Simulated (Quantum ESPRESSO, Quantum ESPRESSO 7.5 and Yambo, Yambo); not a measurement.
# SiC (Moissanite): a self-consistent loop beyond G0W0, cycle by cycle

Wanted: G0W0 and self-consistent gaps of SiC (Moissanite), with the cost of the cycles.

Program: Quantum ESPRESSO 7.5 and Yambo 5.3.0. Level of theory: PBE and many-body steps on it, plane waves. Results are calculated unless marked as measured.

**Experimental background.**

- Gap 3.33 eV: band gap at cryogenic temperature; bulk crystal (literature value) (quoted in “Silicon carbide diodes for neutron detection”, 2020, arxiv:2009.14696).

Report form: the programs' logs are mostly left out.

## 1. Set-up

The structure is hexagonal, space group P6_3mc (No. 186). Conventional cell: a = 3.076 Å, b = 3.076 Å, c = 5.048 Å, α = 90.00°, β = 90.00°, γ = 120.00°. Si has 4 C at 1.88 to 1.90 Å nearest. Nearest to C lie 4 Si at 1.88 to 1.90 Å. Farther neighbours are not listed.

Geometry: measured (diffraction); atoms relaxed with PBE. The runs that relaxed it are not among those shown.

## 2. Empty states on the mesh, 3×3×4 mesh, 180 bands

This step: Quantum ESPRESSO 7.5; DFT, PBE, plane waves, norm-conserving pseudopotentials.

The sums over transitions need many empty states on a uniform mesh; this step solves for them.

Contents of pw.in:

```
&control
  calculation = 'nscf'
  prefix = 'x'
  outdir = 'o'
  pseudo_dir = 'pseudo'
/
&system
  ibrav = 0
  nat = 4
  ntyp = 2
  ecutwfc = 74.0
  nbnd = 180
  force_symmorphic = .true.
/
&electrons
  conv_thr = 1e-9
  electron_maxstep = 80
  diago_full_acc = .true.
  diago_thr_init = 5e-6
/
ATOMIC_SPECIES
  Si 28.085 Si.upf
  C 12.011 C.upf
CELL_PARAMETERS angstrom
  3.0760000000 0.0000000000 0.0000000000
  -1.5380000000 2.6638941420 0.0000000000
  0.0000000000 0.0000000000 5.0480000000
ATOMIC_POSITIONS crystal
  Si 0.3333333333 0.6666666667 0.0045619064
  Si 0.6666666667 0.3333333333 0.5045619064
  C 0.3333333333 0.6666666667 0.3804380937
  C 0.6666666667 0.3333333333 0.8804380937
K_POINTS automatic
  3 3 4 0 0 0
```

On the command line:

```
$ OMP_NUM_THREADS=1 mpirun -n 4 pw.x -nk 4 -in pw.in > pw.out
```

The job ended after 14 s (4 MPI ranks of Arm Neoverse V1, shared host; peak memory 0.38 GiB; 56 s of CPU time).

Numbers from this step:

```
gap                                                           : 2.283 eV
k of the valence top                                          : 0, 0, 0
k of the conduction bottom                                    : 0.3333, 0.3333, 0
least direct gap                                              : 4.286 eV
k points computed                                             : 10
lowest point of the top converged band, above the valence top : 131.1515 eV
```

On this mesh the gap is 2.283 eV.

The density comes from a self-consistent run that is not shown.

## 3. Conversion and set-up

This step: Yambo 5.3.0; conversion and set-up on PBE, plane waves, norm-conserving pseudopotentials.

The states are converted to the many-body program's format and the q mesh is built.

On the command line:

```
$ (cd o/x.save; p2y > p2y.log; mv SAVE ../..); yambo > setup.log
```

Run time: 2.1 s. Hardware: 1 MPI rank; peak memory 0.23 GiB.

## 4. G0W0

G0W0 replaces the xc potential by the self-energy, built once from these orbitals. Only a window of levels is corrected, while the sums run over the empty bands that the input names.

This step: G0W0 on PBE, plane waves, norm-conserving pseudopotentials.

Contents of gw1.in:

```
HF_and_locXC
gw0
dyson
ppa
em1d
rim_cut
RandQpts= 1000000
RandGvec= 1 RL
EXXRLvcs= 74 Ry
VXCRLvcs= 296 Ry
Chimod= "HARTREE"
% BndsRnXp
 1 | 180 |
%
NGsBlkXp= 15.5 Ry
% LongDrXp
 1 | 1 | 1 |
%
% GbndRnge
 1 | 180 |
%
DysSolver= "n"
ExtendOut
PPAPntXp= 27.21138 eV
% QPkrange
 1 | 10 | 1 | 14 |
%
```

On the command line:

```
$ OMP_NUM_THREADS=1 mpirun -n 4 yambo -F gw1.in -J gw1 -C gw1 > gw1.log
```

Elapsed: 15 min, on 4 MPI ranks; peak memory 1.6 GiB.

This step gave:

```yaml
g0w0_gap_on_the_mesh: 2.999 eV
starting_gap_on_the_mesh: 2.283 eV
k_of_the_valence_top: 0, 0, 0
k_of_the_conduction_bottom: 0.3333, 0.3333, 0
least_direct_g0w0_gap_on_the_computed_points: 5.225 eV
z_at_the_valence_top: 0.7952
z_at_the_conduction_bottom: 0.8274
```

The gap on the mesh goes from 2.28 eV to 3.00 eV, a correction of +0.72 eV.

## 5. evGW0, cycle 1

This step: evGW0 on PBE, plane waves, norm-conserving pseudopotentials.

gw2.in, as its differences from gw1.in of step 4:

```diff
@@ -27 +27,2 @@
 %
+GfnQPdb= "E < ./gw1/ndb.QP"
```

On the command line:

```
$ OMP_NUM_THREADS=1 mpirun -n 4 yambo -F gw2.in -J gw2,gw1_W -C gw2 > gw2.log
```

Elapsed: 14 min, on 4 MPI ranks; peak memory 1.5 GiB.

Numbers from this step:

| Item | Value |
| --- | --- |
| quasiparticle gap on the mesh | 3.081 eV |
| gap of the density functional on the mesh | 2.283 eV |
| k of the valence top | 0, 0, 0 |
| k of the conduction bottom | 0.3333, 0.3333, 0 |
| least direct quasiparticle gap on the computed points | 5.345 eV |
| Z at the valence top | 0.7992 |
| Z at the conduction bottom | 0.8356 |

Against G0W0 in Yambo (3×3×4 mesh, 180 bands, screening to 210.9 eV, Godby-Needs plasmon pole), the gap moves by +0.082 eV.

The program's own table gives 3.199 eV, which is too large where the input levels are shifted: this version takes Σc at the unshifted level E₀, yet steps from the shifted one. The value above is the Newton step from E₀, E₀ + Z(Σc + Σx − Vxc), rebuilt from the printed columns.

## 6. evGW0, cycle 2

The corrected levels of the last cycle go back in.

gw3.in, as its differences from gw2.in of step 5:

```diff
@@ -27,2 +27,2 @@
 %
-GfnQPdb= "E < ./gw1/ndb.QP"
+GfnQPdb= "E < ./gw2_fix/ndb.QP"
```

On the command line:

```
$ OMP_NUM_THREADS=1 mpirun -n 4 yambo -F gw3.in -J gw3,gw1_W -C gw3 > gw3.log
```

It took 14 min on 4 MPI ranks; peak memory 1.5 GiB; 57 min of CPU time.

This step gave:

```yaml
quasiparticle_gap_on_the_mesh: 3.091 eV
gap_of_the_density_functional_on_the_mesh: 2.283 eV
k_of_the_valence_top: 0, 0, 0
k_of_the_conduction_bottom: 0.3333, 0.3333, 0
least_direct_quasiparticle_gap_on_the_computed_points: 5.361 eV
```

Against the cycle before, the gap moves by +0.010 eV.

The program's own table gives 3.221 eV, which is too large where the input levels are shifted: this version takes Σc at the unshifted level E₀, yet steps from the shifted one. The value above is the Newton step from E₀, E₀ + Z(Σc + Σx − Vxc), rebuilt from the printed columns.

## 7. evGW, cycle 1

This step: evGW on PBE, plane waves, norm-conserving pseudopotentials.

gw4.in, as its differences from gw3.in of step 6:

```diff
@@ -27,2 +27,3 @@
 %
-GfnQPdb= "E < ./gw2_fix/ndb.QP"
+GfnQPdb= "E < ./gw1/ndb.QP"
+XfnQPdb= "E < ./gw1/ndb.QP"
```

On the command line:

```
$ OMP_NUM_THREADS=1 mpirun -n 4 yambo -F gw4.in -J gw4 -C gw4 > gw4.log
```

The job ended after 15 min (4 MPI ranks; peak memory 1.6 GiB; 60 min of CPU time).

This step gave:

```yaml
quasiparticle_gap_on_the_mesh: 3.223 eV
gap_of_the_density_functional_on_the_mesh: 2.283 eV
k_of_the_valence_top: 0, 0, 0
k_of_the_conduction_bottom: 0.3333, 0.3333, 0
least_direct_quasiparticle_gap_on_the_computed_points: 5.503 eV
```

Against G0W0 in Yambo (3×3×4 mesh, 180 bands, screening to 210.9 eV, Godby-Needs plasmon pole), the gap moves by +0.224 eV.

The program's own table gives 3.333 eV, which is too large where the input levels are shifted: this version takes Σc at the unshifted level E₀, yet steps from the shifted one. The value above is the Newton step from E₀, E₀ + Z(Σc + Σx − Vxc), rebuilt from the printed columns.

## 8. evGW, cycle 2

gw5.in, as its differences from gw4.in of step 7:

```diff
@@ -27,3 +27,3 @@
 %
-GfnQPdb= "E < ./gw1/ndb.QP"
-XfnQPdb= "E < ./gw1/ndb.QP"
+GfnQPdb= "E < ./gw4_fix/ndb.QP"
+XfnQPdb= "E < ./gw4_fix/ndb.QP"
```

On the command line:

```
$ OMP_NUM_THREADS=1 mpirun -n 4 yambo -F gw5.in -J gw5 -C gw5 > gw5.log
```

Wall time 15 min (4 MPI ranks); peak memory 1.6 GiB.

Numbers from this step:

```
quasiparticle gap on the mesh                         : 3.289 eV
gap of the density functional on the mesh             : 2.283 eV
k of the valence top                                  : 0, 0, 0
k of the conduction bottom                            : 0.3333, 0.3333, 0
least direct quasiparticle gap on the computed points : 5.584 eV
```

Against the cycle before, the gap moves by +0.066 eV.

The program's own table gives 3.429 eV, which is too large where the input levels are shifted: this version takes Σc at the unshifted level E₀, yet steps from the shifted one. The value above is the Newton step from E₀, E₀ + Z(Σc + Σx − Vxc), rebuilt from the printed columns.

## 9. evGW, cycle 3

gw6.in, as its differences from gw5.in of step 8:

```diff
@@ -27,3 +27,3 @@
 %
-GfnQPdb= "E < ./gw4_fix/ndb.QP"
-XfnQPdb= "E < ./gw4_fix/ndb.QP"
+GfnQPdb= "E < ./gw5_fix/ndb.QP"
+XfnQPdb= "E < ./gw5_fix/ndb.QP"
```

On the command line:

```
$ OMP_NUM_THREADS=1 mpirun -n 4 yambo -F gw6.in -J gw6 -C gw6 > gw6.log
```

Run time: 15 min. Hardware: 4 MPI ranks; peak memory 1.6 GiB.

This step gave:

```
quasiparticle gap on the mesh                         : 3.309 eV
gap of the density functional on the mesh             : 2.283 eV
k of the valence top                                  : 0, 0, 0
k of the conduction bottom                            : 0.3333, 0.3333, 0
least direct quasiparticle gap on the computed points : 5.609 eV
```

Against the cycle before, the gap moves by +0.020 eV.

The program's own table gives 3.457 eV, which is too large where the input levels are shifted: this version takes Σc at the unshifted level E₀, yet steps from the shifted one. The value above is the Newton step from E₀, E₀ + Z(Σc + Σx − Vxc), rebuilt from the printed columns.

## 10. evGW, cycle 4

gw7.in, as its differences from gw6.in of step 9:

```diff
@@ -27,3 +27,3 @@
 %
-GfnQPdb= "E < ./gw5_fix/ndb.QP"
-XfnQPdb= "E < ./gw5_fix/ndb.QP"
+GfnQPdb= "E < ./gw6_fix/ndb.QP"
+XfnQPdb= "E < ./gw6_fix/ndb.QP"
```

On the command line:

```
$ OMP_NUM_THREADS=1 mpirun -n 4 yambo -F gw7.in -J gw7 -C gw7 > gw7.log
```

It took 15 min on 4 MPI ranks; peak memory 1.6 GiB.

This step gave:

```
quasiparticle gap on the mesh                         : 3.314 eV
gap of the density functional on the mesh             : 2.283 eV
k of the valence top                                  : 0, 0, 0
k of the conduction bottom                            : 0.3333, 0.3333, 0
least direct quasiparticle gap on the computed points : 5.616 eV
```

Against the cycle before, the gap moves by +0.006 eV.

The program's own table gives 3.465 eV, which is too large where the input levels are shifted: this version takes Σc at the unshifted level E₀, yet steps from the shifted one. The value above is the Newton step from E₀, E₀ + Z(Σc + Σx − Vxc), rebuilt from the printed columns.

## 11. The runs together

Times are wall times on 4 MPI ranks of Arm Neoverse V1, shared host, good to a factor of about two.

| run | mesh | bands | screening cutoff (eV) | DFT gap (eV) | gap on the mesh (eV) | direct (eV) | time |
| --- | --- | --- | --- | --- | --- | --- | --- |
| G0W0 | 3×3×4 | 180 | 210.9 | 2.283 | 2.999 | 5.225 | 15 min |
| evGW0, cycle 1 | 3×3×4 | 180 | 210.9 | 2.283 | 3.081 | 5.345 | 14 min |
| evGW0, cycle 2 | 3×3×4 | 180 | 210.9 | 2.283 | 3.091 | 5.361 | 14 min |
| evGW, cycle 1 | 3×3×4 | 180 | 210.9 | 2.283 | 3.223 | 5.503 | 15 min |
| evGW, cycle 2 | 3×3×4 | 180 | 210.9 | 2.283 | 3.289 | 5.584 | 15 min |
| evGW, cycle 3 | 3×3×4 | 180 | 210.9 | 2.283 | 3.309 | 5.609 | 15 min |
| evGW, cycle 4 | 3×3×4 | 180 | 210.9 | 2.283 | 3.314 | 5.616 | 15 min |

## 12. Summary of results

```
G0W0           : 2.999 eV
evGW0, cycle 1 : 3.081 eV
evGW0, cycle 2 : 3.091 eV
evGW, cycle 1  : 3.223 eV
evGW, cycle 2  : 3.289 eV
evGW, cycle 3  : 3.309 eV
evGW, cycle 4  : 3.314 eV
known limits   : not at the basis limit; coarse k mesh
```

**Reading.** evGW0 ends at 3.09 eV, +0.09 eV from G0W0, after 2 cycles that took 28 min beside the first screening; the last moved the gap by 0.010 eV. evGW ends at 3.31 eV, +0.31 eV from G0W0, after 4 cycles that took 60 min beside the first screening; the last moved the gap by 0.006 eV. Against experiment, by evGW, cycle 4: the gap of 3.31 eV lies −0.02 eV from the measured 3.33 eV (kind not stated, quoted 2020). These are gaps on the mesh, at modest bands and cutoff. The calculation has static nuclei and no excitons; a measured gap holds zero-point and thermal motion, which mostly lowers it. Bands and cutoff are finite, so the gap is not at the basis limit. The miss can reach some tenths of an eV and take either sign; the mesh is an error of its own. The 3×3×4 mesh is coarse for this cell, which bears on the long-range parts of exchange and screening.

[Paths, hosts, dates, memory and timing lines, banners, echoed tables and standing remarks are left out of the program output.]

[Logs are printed without paths, hosts, clocks, repeated set-up lines and the standing remarks that a program may print on its own settings, such as how far it seeks lower states.]

[Runs of the session that timed out or met a known fault of the program may be left out.]

[Hosts, paths, dates, database ids (printed as entryN), source tags and the programs' standing remarks are cut or masked in the printed files.]
